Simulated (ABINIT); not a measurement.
PbSe (Clausthalite):

```xyz
2
Lattice="0.0000 3.0606 3.0606 3.0606 0.0000 3.0606 3.0606 3.0606 0.0000" Properties=species:S:1:pos:R:3 pbc="T T T"
Pb    0.0000    0.0000    0.0000
Se    3.0606    3.0606    3.0606
```

| Quantity | Value |
| --- | --- |
| Program | ABINIT 10.8.3 (patched build) |
| Task | relaxation of cell and atoms |
| Functional | LDA |
| Potentials or basis | PseudoDojo NC SR LDA v0.4.1 standard |
| Cutoff | 1170 eV |
| k mesh | 6 × 6 × 6 |
| Occupations | fermi-dirac, width 0.05 eV |
| Spin | no spin polarisation |

At the start: pressure -2.2 GPa; volume 28.67 Å³/atom.

Where does the relaxation end?

Over 4 steps the energy falls by 8.5 meV/atom and the volume is 27.47 Å³/atom (-4.2 %); space group Fm-3m (No. 225, to 0.05 Å).

Step by step:
| step | energy change (eV) | largest force (eV/Å) | pressure (GPa) | volume (Å³) |
| --- | --- | --- | --- | --- |
| 1 | 0.0000 | 0.0000 | -2.20 | 57.34 |
| 2 | -0.0049 | 0.0000 | -1.88 | 56.96 |
| 3 | -0.0170 | 0.0000 | 0.09 | 54.85 |
| 4 | -0.0171 | 0.0000 | 0.00 | 54.94 |

Final structure:
```
Pb Se
1.0
     0.00000    3.01735    3.01735
     3.01735    0.00000    3.01735
     3.01735    3.01735    0.00000
Pb Se
1 1
Direct
  0.00000 0.00000 0.00000
  0.50000 0.50000 0.50000
```

The cell as given is a measured one (28.67 Å³/atom); LDA puts the equilibrium volume -4.2 % from it, thermal expansion not counted.
